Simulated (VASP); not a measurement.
# InAs (F-43m) in VASP: band structure with PBE

Aim: the band structure of InAs with PBE.

Everything below comes from runs of VASP 6.6.1. Logs are shortened: lines on timing, memory, paths and dates and some standing lists are left out, and cuts for length are marked.

**Experimental background.**

From a printed reference work, data compilation, for a bulk crystal of InAs at 4.2 K: band gap 0.418 eV (direct).

The runs below are set against these values where they give the same quantity.

### 1 The crystal as given

The structure is cubic, space group F-43m (No. 216). The conventional cell has a = 6.188 Å, b = 6.188 Å, c = 6.188 Å, α = 90.00°, β = 90.00°, γ = 90.00°. In (site symmetry -43m) has 4 As at 2.68 Å as nearest neighbours. As (site symmetry -43m) has 4 In at 2.68 Å as nearest neighbours.

### 2 Band structure, PBE

File POSCAR:

```
InAs                                    
1.0
    0.0000000000      3.0940767585      3.0940767585
    3.0940767585      0.0000000000      3.0940767585
    3.0940767585      3.0940767585      0.0000000000
  In              As            
     1     1
Direct
     0.0000000000000000    0.0000000000000000    0.0000000000000000
     0.2500000000000000    0.2500000000000000    0.2500000000000000
```

File INCAR.step1:

```
SYSTEM = InAs
PREC = Accurate
ENCUT = 520
EDIFF = 1E-7
ISMEAR = 0
SIGMA = 0.02
LREAL = .False.
LASPH = .True.
NELM = 60
ALGO = Normal
ISIF = 2
LWAVE = .False.
LCHARG = .True.
GGA = PE
AMIX = 0.2
```

File KPOINTS.step1:

```
Automatic mesh
0
Gamma
  10 10 10
  0 0 0
```

File INCAR.step2:

```
SYSTEM = InAs
PREC = Accurate
ENCUT = 520
EDIFF = 1E-7
ISMEAR = 0
SIGMA = 0.05
LREAL = .False.
LASPH = .True.
NELM = 60
ALGO = Normal
ISIF = 2
LWAVE = .False.
LCHARG = .False.
GGA = PE
AMIX = 0.2
ICHARG = 11
```

File KPOINTS.step2:

```
path GXWKGLUWLK,UX
20
line-mode
reciprocal
 0.0000000000  0.0000000000  0.0000000000  G
 0.5000000000  0.0000000000  0.5000000000  X

 0.5000000000  0.0000000000  0.5000000000  X
 0.5000000000  0.2500000000  0.7500000000  W

 0.5000000000  0.2500000000  0.7500000000  W
 0.3750000000  0.3750000000  0.7500000000  K

 0.3750000000  0.3750000000  0.7500000000  K
 0.0000000000  0.0000000000  0.0000000000  G

 0.0000000000  0.0000000000  0.0000000000  G
 0.5000000000  0.5000000000  0.5000000000  L

 0.5000000000  0.5000000000  0.5000000000  L
 0.6250000000  0.2500000000  0.6250000000  U

 0.6250000000  0.2500000000  0.6250000000  U
 0.5000000000  0.2500000000  0.7500000000  W

 0.5000000000  0.2500000000  0.7500000000  W
 0.5000000000  0.5000000000  0.5000000000  L

 0.5000000000  0.5000000000  0.5000000000  L
 0.3750000000  0.3750000000  0.7500000000  K

 0.6250000000  0.2500000000  0.6250000000  U
 0.5000000000  0.0000000000  0.5000000000  X
```

Potentials or basis: VASP PAW PBE potentials, release 64 (In_d, As).

On the command line:

```sh
$ cat potpaw_PBE.64/In_d/POTCAR potpaw_PBE.64/As/POTCAR > POTCAR
$ cp INCAR.step1 INCAR
$ cp KPOINTS.step1 KPOINTS
$ mpirun -np 1 vasp_std > vasp.out
$ cp INCAR.step2 INCAR
$ cp KPOINTS.step2 KPOINTS
$ mpirun -np 1 vasp_std > vasp.out
```

OUTCAR:

```text
SYSTEM = InAs
   PREC = Accurate
   ENCUT = 520
   EDIFF = 1E-7
   ISMEAR = 0
   LREAL = .False.
   LASPH = .True.
   NELM = 60
   ISIF = 2
   GGA = PE
   AMIX = 0.2
   ICHARG = 11

 ion  position               nearest neighbor table
   1  0.000  0.000  0.000-   2 2.68   2 2.68   2 2.68   2 2.68
   2  0.250  0.250  0.250-   1 2.68   1 2.68   1 2.68   1 2.68

  LATTYP: Found a face centered cubic cell.
 ALAT       =     6.1881535170

  Lattice vectors:

 A1 = (   0.0000000000,   3.0940767585,   3.0940767585)
 A2 = (   3.0940767585,   0.0000000000,   3.0940767585)
 A3 = (   3.0940767585,   3.0940767585,   0.0000000000)

Analysis of symmetry for initial positions (statically):
=====================================================================
 Subroutine PRICEL returns:
 Original cell was already a primitive cell.

 Routine SETGRP: Setting up the symmetry group for a
 face centered cubic supercell.

 Subroutine GETGRP returns: Found 24 space group operations
 (whereof 24 operations were pure point group operations)
 out of a pool of 48 trial point group operations.

The static configuration has the point symmetry T_d .

Analysis of symmetry for dynamics (positions and initial velocities):
=====================================================================
 Subroutine PRICEL returns:
 Original cell was already a primitive cell.

 Routine SETGRP: Setting up the symmetry group for a
 face centered cubic supercell.

 Subroutine GETGRP returns: Found 24 space group operations
 (whereof 24 operations were pure point group operations)
 out of a pool of 48 trial point group operations.

The dynamic configuration has the point symmetry T_d .

 Subroutine INISYM returns: Found 24 space group operations
 (whereof 24 operations are pure point group operations),
 and found     1 'primitive' translations

----------------------------------------------------------------------------------------

                                     Primitive cell

  volume of cell :      59.2411

  direct lattice vectors                    reciprocal lattice vectors
     0.000000000  3.094076758  3.094076758    -0.161599094  0.161599094  0.161599094
     3.094076758  0.000000000  3.094076758     0.161599094 -0.161599094  0.161599094
     3.094076758  3.094076758  0.000000000     0.161599094  0.161599094 -0.161599094

  length of vectors
     4.375685315  4.375685315  4.375685315     0.279897841  0.279897841  0.279897841

[... 84 lines left out ...]
   PSTRESS=    0.0 pullay stress
   NELECT =      18.0000    total number of electrons
   NUPDOWN=      -1.0000    fix difference up-down
   EMIN   =  10.00;   EMAX   =-10.00  energy-range for DOS
   EFERMI =   0.00;   METHOD = LEGACY
   ISMEAR =     0;   SIGMA  =   0.05  broadening in eV -4-tet -1-fermi 0-gaus
   EFERMI_NEDOS =   21; number of points for ismear=-14 and -15
   IALGO  =     38    algorithm
   IMIX   =      4    mixing-type and parameters
     AMIX     =   0.20;   BMIX     =  1.00
     AMIX_MAG =   0.80;   BMIX_MAG =  1.00
  volume/ion in A,a.u.               =      29.62       199.89
  Fermi-wavevector in a.u.,A,eV,Ry     =   1.100588  2.079809 16.480640  1.211293
  Thomas-Fermi vector in A             =   2.237001
   LORBIT       =      0    0 simple, 1 ext, 2 COOP (PROOUT), +10 PAW based schemes
   GGA     = PE    functional components
   LHFCALC =     F    Hartree Fock is set to
   AEXX    =    0.0000 exact exchange contribution
   IVDW    =     0    specifies the selected vdW correction
   LEPSILON=     F    determine dielectric tensor
   LRPA    =     F    only Hartree local field effects (RPA)
 non-spin polarized calculation
 Gauss-broadening in eV      SIGMA  =   0.05
  energy-cutoff  :      520.00
  volume of cell :       59.24
 maximum number of plane-waves:      1639
 NGX is ok and might be reduce to    36

 number of electron      17.9999997 magnetization

 Free energy of the ion-electron system (eV)
  ---------------------------------------------------
  ext. energy  EPLUGINS =         0.00000000
  ---------------------------------------------------
  free energy    TOTEN  =        -7.90106863 eV

  energy without entropy =       -7.89953800  energy(sigma->0) =       -7.90030332

 E-fermi :   3.8600     XC(G=0):  -8.7926

 val. band max:        3.8338232787   @ k =   0.0000   0.0000   0.0000
 cond. band min:       3.9665489517   @ k =   0.0263   0.0263   0.0263
 fundamental gap:      0.1327256730
 Fermi energy:         3.8600468055

 k-point     1 :       0.0000    0.0000    0.0000
  band No.  band energies     occupation
      1     -10.4332      2.00000
      2     -10.4332      2.00000
      3     -10.4332      2.00000
      4     -10.3321      2.00000
      5     -10.3321      2.00000
      6      -7.6030      2.00000
      7       3.2875      2.00000
      8       3.8338      1.54174
      9       3.8338      1.54174
     10       3.8338      1.54174
     11       7.7065      0.00000
     12       7.7065      0.00000
     13       7.7065      0.00000
[... 354 lines left out ...]
  band No.  band energies     occupation
      1     -10.5734      2.00000
      2     -10.3713      2.00000
      3     -10.3705      2.00000
      4     -10.3593      2.00000
      5     -10.3145      2.00000
      6      -5.8668      2.00000
      7      -1.7108      2.00000
      8       1.6948      2.00000
      9       1.6993      2.00000
     10       5.5859      0.00000
     11       5.9606      0.00000
     12      12.2863      0.00000
     13      12.3779      0.00000

 [... further k-points ...]

------------------------ aborting loop because EDIFF is reached ----------------------------------------

  FORCE on cell =-STRESS in cart. coord.  units (eV):
  Direction    XX          YY          ZZ          XY          YZ          ZX
  --------------------------------------------------------------------------------------
  -------------------------------------------------------------------------------------
  Total       -0.1213650     -0.1213650     -0.1213650     -0.0000000      0.0000000      0.0000000
  in kB       -3.2823204     -3.2823204     -3.2823204     -0.0000000      0.0000000      0.0000000
  external PRESSURE =      -3.2823204 kB  Pullay stress =       0.0000000 kB

 VOLUME and BASIS-vectors are now :
 -----------------------------------------------------------------------------
  energy-cutoff  :      520.00
  volume of cell :       59.24
      direct lattice vectors                 reciprocal lattice vectors
     0.000000000  3.094076758  3.094076758    -0.161599094  0.161599094  0.161599094
     3.094076758  0.000000000  3.094076758     0.161599094 -0.161599094  0.161599094
     3.094076758  3.094076758  0.000000000     0.161599094  0.161599094 -0.161599094

 POSITION                                       TOTAL-FORCE (eV/Angst)
 -----------------------------------------------------------------------------------
      0.00000      0.00000      0.00000        -0.000000     -0.000000     -0.000000
      1.54704      1.54704      1.54704         0.000000      0.000000      0.000000
 -----------------------------------------------------------------------------------
    total drift:                               -0.000000     -0.000000     -0.000000

  FREE ENERGIE OF THE ION-ELECTRON SYSTEM (eV)
  ---------------------------------------------------
  free  energy   TOTEN  =        -7.9010686288 eV

  energy  without entropy=       -7.8995380050  energy(sigma->0) =       -7.90030332
```

OSZICAR.step1:

```text
N       E                     dE             d eps       ncg     rms          rms(c)
DAV:   1     0.112113037677E+03    0.11211E+03   -0.83974E+03  1227   0.147E+03
DAV:   2     0.429799238215E+00   -0.11168E+03   -0.10857E+03  1257   0.322E+02
DAV:   3    -0.774147238983E+01   -0.81713E+01   -0.81162E+01  1642   0.918E+01
DAV:   4    -0.796259847988E+01   -0.22113E+00   -0.22099E+00  1404   0.170E+01
DAV:   5    -0.797363287525E+01   -0.11034E-01   -0.11034E-01  1799   0.326E+00    0.405E+00
DAV:   6    -0.782130039829E+01    0.15233E+00   -0.11301E-01  1818   0.586E+00    0.313E+00
DAV:   7    -0.771793843530E+01    0.10336E+00   -0.45722E-01  1781   0.102E+01    0.109E+00
DAV:   8    -0.771776470068E+01    0.17373E-03   -0.57497E-02  1465   0.383E+00    0.237E-01
DAV:   9    -0.771832391860E+01   -0.55922E-03   -0.24163E-03  1432   0.476E-01    0.178E-01
DAV:  10    -0.771879421364E+01   -0.47030E-03   -0.16085E-03  1562   0.830E-01    0.142E-01
DAV:  11    -0.771890983678E+01   -0.11562E-03   -0.33211E-04  1374   0.159E-01    0.751E-02
DAV:  12    -0.771899232882E+01   -0.82492E-04   -0.18487E-04  1372   0.171E-01    0.163E-02
DAV:  13    -0.771899225742E+01    0.71400E-07   -0.43923E-06  1520   0.215E-02    0.133E-02
DAV:  14    -0.771899334877E+01   -0.10914E-05   -0.14969E-06  1372   0.126E-02    0.887E-03
DAV:  15    -0.771899401386E+01   -0.66508E-06   -0.29127E-06  1277   0.974E-03    0.210E-03
DAV:  16    -0.771899411125E+01   -0.97398E-07   -0.82623E-08  1189   0.240E-03
   1 F= -.77189941E+01 E0= -.77189787E+01  d E =-.308525E-04
```

Wall time 69 s (1 thread of Intel Xeon 6975P-C (Granite Rapids), shared host); peak memory 0.33 GiB.

Results:

| Quantity | Value |
| --- | --- |
| Band gap along the path | none (metal or under the smearing width) |

Levels at the corners of the path, in eV from the Fermi level:
```csv
point,band 5,band 6,band 7,band 8,band 9,band 10,band 11,band 12,band 13
Γ,-14.17,-11.44,-0.55,-0.01,-0.01,-0.01,3.87,3.87,3.87
X,-14.15,-9.71,-5.56,-2.11,-2.11,1.65,2.03,8.75,8.79
X,-14.15,-9.71,-5.56,-2.11,-2.11,1.65,2.03,8.75,8.79
W,-14.16,-9.67,-5.43,-2.68,-2.58,3.91,4.26,4.80,6.04
W,-14.16,-9.67,-5.43,-2.68,-2.58,3.91,4.26,4.80,6.04
K,-14.16,-9.73,-5.44,-2.96,-1.76,2.12,4.10,7.01,7.15
K,-14.16,-9.73,-5.44,-2.96,-1.76,2.12,4.10,7.01,7.15
Γ,-14.17,-11.44,-0.55,-0.01,-0.01,-0.01,3.87,3.87,3.87
Γ,-14.17,-11.44,-0.55,-0.01,-0.01,-0.01,3.87,3.87,3.87
L,-14.17,-10.18,-5.44,-0.90,-0.90,0.80,4.63,4.63,6.75
L,-14.17,-10.18,-5.44,-0.90,-0.90,0.80,4.63,4.63,6.75
U,-14.16,-9.73,-5.44,-2.96,-1.76,2.12,4.10,7.01,7.15
U,-14.16,-9.73,-5.44,-2.96,-1.76,2.12,4.10,7.01,7.15
W,-14.16,-9.67,-5.43,-2.68,-2.58,3.91,4.26,4.80,6.04
W,-14.16,-9.67,-5.43,-2.68,-2.58,3.91,4.26,4.80,6.04
L,-14.17,-10.18,-5.44,-0.90,-0.90,0.80,4.63,4.63,6.75
L,-14.17,-10.18,-5.44,-0.90,-0.90,0.80,4.63,4.63,6.75
K,-14.16,-9.73,-5.44,-2.96,-1.76,2.12,4.10,7.01,7.15
U,-14.16,-9.73,-5.44,-2.96,-1.76,2.12,4.10,7.01,7.15
X,-14.15,-9.71,-5.56,-2.11,-2.11,1.65,2.03,8.75,8.79
```

Caveat: the log is that of the step along the path at fixed density, whose energy, stress, charges and moments have no meaning; spin-orbit coupling is left out, which moves the levels of the heavy elements; this crystal is a semiconductor, whose small gap the functional closes, so the metal is an error of the method.

### 3 Against experiment

Step 2. Against the measured gap of InAs, 0.418 eV (direct; 4.2 K; a printed reference work, data compilation), the calculated 0.00 eV is off by -0.42 eV. Spin-orbit coupling on As, In is left out. The value is that of PBE, without temperature or zero-point motion. Semilocal functionals fall short of measured gaps as a rule.
